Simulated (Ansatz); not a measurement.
# Cu2O under strain — 65Cu nuclear quadrupole resonance

Cell: an entry of the Crystallography Open Database (COD), relaxed with PBE at fixed cell and then changed (z compressed by 1 %, ions relaxed).

```cif
data_structure
_symmetry_space_group_name_H-M 'P 1'
_symmetry_Int_Tables_number 1
_cell_length_a 4.2685
_cell_length_b 4.2685
_cell_length_c 4.2258
_cell_angle_alpha 90.000
_cell_angle_beta 90.000
_cell_angle_gamma 90.000
_cell_volume 76.99
loop_
_atom_site_label
_atom_site_type_symbol
_atom_site_fract_x
_atom_site_fract_y
_atom_site_fract_z
_atom_site_occupancy
Cu1 Cu 0.25000 0.25000 0.25000 1
Cu2 Cu 0.25000 0.75000 0.75000 1
Cu3 Cu 0.75000 0.75000 0.25000 1
Cu4 Cu 0.75000 0.25000 0.75000 1
O5 O 0.00000 0.00000 0.00000 1
O6 O 0.50000 0.50000 0.50000 1
```

Atom numbers follow the list; atoms alike are taken as one site, whose name carries the number of the first.

All values are calculated (Ansatz; DFT, PBE, plane waves and PAW, scalar-relativistic, 420 eV cutoff, Γ-centred 7×7×7 k-points, Fermi–Dirac smearing 0.02 eV), not measured.

65Cu: I = 3/2, Q = -204.0 mb (year-2017 value). Static lattice, zero field.

Task: Predict the zero-field 65Cu lines of each site.

Result: For I = 3/2 there is one line, ν = (|C_Q|/2)(1 + η²/3)^½.

```
site       atoms  V_zz (10²¹ V/m²)  C_Q (MHz)     η  line frequencies (MHz)
  Cu  1, 2, 3, 4             -5.38       26.5  0.01                    13.3
```

Task: And for ⁶³Cu (I = 3/2, Q = -220.0 mb) on Cu?

Result: C_Q scales with Q to 28.6 MHz, with lines at 14.3 MHz.

At Cu V_zz points along the line of its two bonds (within 1°).

Semilocal functionals underestimate gradients at Cu(I) with two or three neighbours, in Cu₂O by a fifth to nearly a half.
